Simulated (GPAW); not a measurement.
Runs of GPAW 26.7.0 on P. Symmetry: Cmce, No. 64, orthorhombic system. Conventional cell: a = 3.295 Å, b = 10.930 Å, c = 4.544 Å, α = 90.00°, β = 90.00°, γ = 90.00°. Around P (site symmetry m) lie 3 P at 2.20 to 2.25 Å. 

| task | level | potentials or basis | cell | cutoff (eV) | optimizer | fmax | max steps | band path | band points | grid spacing | gap on the mesh (eV) | pressure (GPa) | V0 of scaled cells (Å³/atom) | relaxed volume (Å³/atom) | B0 (GPa) | largest force (eV/Å) |
| --- | --- | --- | --- | --- | --- | --- | --- | --- | --- | --- | --- | --- | --- | --- | --- | --- |
| equation of state | vdW-DF-cx | GPAW PAW data sets (gpaw-data 1.2.1), pw | as given | 600 | - | - | - | - | - | - | - | - | 20.72 | - | 74 | - |
| equation of state | PBE | PAW data sets generated in the run's folder for this functional, pw | as given | 600 | - | - | - | - | - | - | - | - | 21.14 | - | (a) | - |
| relaxation of cell and atoms | PBEint | PAW data sets generated in the run's folder for this functional, pw | relaxed | 600 | LBFGS | 0.02 eV/Å | 60 | - | - | - | none | 0.0 | - | 17.54 | - | - |
| band structure | PBE | SG15 ONCV 1.2, pw | as given | 1100 | - | - | - | GXSRAZGYX1A1TY,ZT | 100 | - | - | (c) | - | - | - | 0.35 |
| band structure | PW91 | PAW data sets generated in the run's folder for this functional, pw | as given | 600 | - | - | - | GXSRAZGYX1A1TY,ZT | 80 | - | - | 2.4 | - | - | - | 0.38 |
| relaxation of cell and atoms | OLYP+D4 | PAW data sets generated in the run's folder for this functional, pw | relaxed | 600 | LBFGS | 0.01 eV/Å | 40 | - | - | - | none | 0.0 | - | 12.87 | - | 0.01 |
| equation of state | PBE | GPAW PAW data sets (gpaw-data 1.2.1), fd | as given | - | - | - | - | - | - | 0.16 Å | - | - | (b) | - | 71 | - |
| band structure | PBE | GPAW PAW data sets (gpaw-data 1.2.1), lcao:dzp | as given | - | - | - | - | GXSRAZGYX1A1TY,ZT | 60 | 0.2 Å | - | - | - | - | - | 0.67 |
| band structure | PBE | JTH PAW 2.0, PBE, pw | as given | 600 | - | - | - | GXSRAZGYX1A1TY,ZT | 60 | - | - | 1.8 | - | - | - | 0.31 |
| band structure | RPBE | the program's PAW data sets (release 1.2.1) made for this functional, pw | as given | 600 | - | - | - | GXSRAZGYX1A1TY,ZT | 60 | - | - | 4.2 | - | - | - | 0.40 |
| band structure | PBE | GPAW PAW data sets (gpaw-data 1.2.1), pw | as given | 600 | - | - | - | GXSRAZGYX1A1TY,ZT | 60 | - | - | 2.4 | - | - | - | 0.37 |
| band structure | PBE | PAW data sets generated in the run's folder for this functional, pw | as given | 600 | - | - | - | GXSRAZGYX1A1TY,ZT | 80 | - | - | 2.4 | - | - | - | 0.37 |

Alike in all rows: no spin polarisation; k mesh 5 × 5 × 4; smearing fermi-dirac 0.05 eV; the mesh is coarse, so values aren't converged.

Q: Estimate the missing entries.

A: (a) 69; (b) 21.04; (c) 2.2.

Caveats: some runs use coarse meshes; the cell was scaled at fixed shape and fractional positions, which overstates the stiffness of a crystal with free parameters, most of all of layers and chains (some runs); later steps reuse the first step's grids (some runs); the real-space grid adds noise to forces (some runs); real-space grids are poor in so skewed a cell (some runs); the PAW data sets were made with another functional, which shifts forces and pressure a little (some runs); the volume moved by over 15 % at a fixed basis, so the end points are rough (some runs); pairwise dispersion overbinds metals, which lowers pressure and volume (some runs).

A k mesh can miss the band edges.

A gap of «none» marks a metal or a gap under the smearing width.

Not every run made on this cell is shown here.
